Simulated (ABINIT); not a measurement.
A run of ABINIT 10.8.3 (patched build) is set up as follows.

The input run.abi:

```
ndtset 2

pp_dirpath "./"
pseudos "Al.upf, N.upf"

acell 3.0886333121 3.0886333121 3.0886333121 Angstrom
rprim
     0.0000000000     0.7071067812     0.7071067812
     0.7071067812     0.0000000000     0.7071067812
     0.7071067812     0.7071067812     0.0000000000
ntypat 2
znucl 13 7
natom 2
typat 1 2
xred
     0.0000000000     0.0000000000     0.0000000000
     0.2500000000     0.2500000000     0.2500000000

ecut 42.0

ixc 1

occopt 3
tsmear 0.00183747

nstep 100

iomode 3
prtwf 0
prteig 0
prtebands 0
enunit 1
prtden1 1
prtvha1 1
prtvclmb1 1
prtpot1 1
prtelf1 1

kptopt1 1
ngkpt1 10 10 10
nshiftk1 1
shiftk1 0.0 0.0 0.0
nband1 8
tolvrs1 1.0e-10

iscf2 -2
getden2 1
nband2 12
nbdbuf2 2
tolwfr2 1.0e-12
kptopt2 -9
ndivsm2 5
prteig2 1
kptbounds2
     0.0000000000     0.0000000000     0.0000000000
     0.5000000000     0.0000000000     0.5000000000
     0.5000000000     0.2500000000     0.7500000000
     0.3750000000     0.3750000000     0.7500000000
     0.0000000000     0.0000000000     0.0000000000
     0.5000000000     0.5000000000     0.5000000000
     0.6250000000     0.2500000000     0.6250000000
     0.5000000000     0.2500000000     0.7500000000
     0.5000000000     0.5000000000     0.5000000000
     0.3750000000     0.3750000000     0.7500000000
```

Potentials or basis: PseudoDojo NC SR LDA v0.4.1 standard.

Launch:

```sh
$ abinit run.abi > log 2>&1
```

Question: Predict the pressure.

Answer: -4.7 GPa.

Question: Predict the band gap on the k mesh.

Answer: 3.26 eV, indirect (least direct gap 4.24 eV).

Levels at the corners of the path, in eV from the valence-band top:
| point | band 1 | band 2 | band 3 | band 4 | band 5 | band 6 | band 7 | band 8 | band 9 |
| --- | --- | --- | --- | --- | --- | --- | --- | --- | --- |
| Γ | -14.81 | 0.00 | 0.00 | 0.00 | 4.24 | 12.36 | 12.36 | 12.36 | 17.61 |
| X | -12.03 | -4.95 | -1.80 | -1.80 | 3.26 | 8.44 | 13.72 | 15.47 | 15.47 |
| W | -11.97 | -3.83 | -3.48 | -2.73 | 5.98 | 11.28 | 11.84 | 11.95 | 16.93 |
| K | -12.05 | -4.30 | -3.67 | -1.39 | 5.09 | 9.95 | 12.86 | 13.98 | 15.02 |
| Γ | -14.81 | 0.00 | 0.00 | 0.00 | 4.24 | 12.36 | 12.36 | 12.36 | 17.61 |
| L | -12.69 | -5.91 | -0.49 | -0.49 | 7.28 | 9.76 | 11.01 | 11.01 | 17.73 |
| U | -12.05 | -4.30 | -3.67 | -1.39 | 5.09 | 9.95 | 12.86 | 13.98 | 15.02 |
| W | -11.97 | -3.83 | -3.48 | -2.73 | 5.98 | 11.28 | 11.84 | 11.95 | 16.93 |
| L | -12.69 | -5.91 | -0.49 | -0.49 | 7.28 | 9.76 | 11.01 | 11.01 | 17.73 |
| K | -12.05 | -4.30 | -3.67 | -1.39 | 5.09 | 9.95 | 12.86 | 13.98 | 15.02 |
